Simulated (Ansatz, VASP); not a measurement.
## Two plane-wave programs on Sb

```
Sb
1.0
     2.67062   -1.86563    0.00000
     2.67062    1.86563    0.00000
     0.00000    0.00000   10.80113
Sb
4
Direct
  0.74781 0.25219 0.12498
  0.75219 0.24781 0.62498
  0.25219 0.74781 0.87502
  0.24781 0.75219 0.37502
```

Alike in both runs: functional r2SCAN; k mesh 14 × 14 × 4; occupations gaussian, width 0.1 eV; no spin polarisation.

Ansatz relaxed the structure, and its values are those at the end. VASP's run is a single point on that final structure, the one shown.

```csv
,VASP,Ansatz
version,VASP 6.6.1,Ansatz 0.2.0
potentials or method,"VASP PAW PBE potentials, release 64 (Sb)","scalar-relativistic, plane waves, PAW"
plane-wave cutoff (eV),520,500
valence electrons in the cell,20,60
```

|  | VASP | Ansatz | Ansatz less VASP |
| --- | --- | --- | --- |
| gap on the k mesh at the Fermi level (eV) | none | none | - |
| pressure (GPa) | -0.1 | 0.0 | +0.08 |

A gap of «none» marks a metal or a gap that the smearing closes. The two sets of potentials don't hold the same shells in valence.

Caveats: the PAW data sets were made with another functional, which shifts forces and pressure a little (VASP). The runs have no spin-orbit coupling, so splittings on Sb are missing.
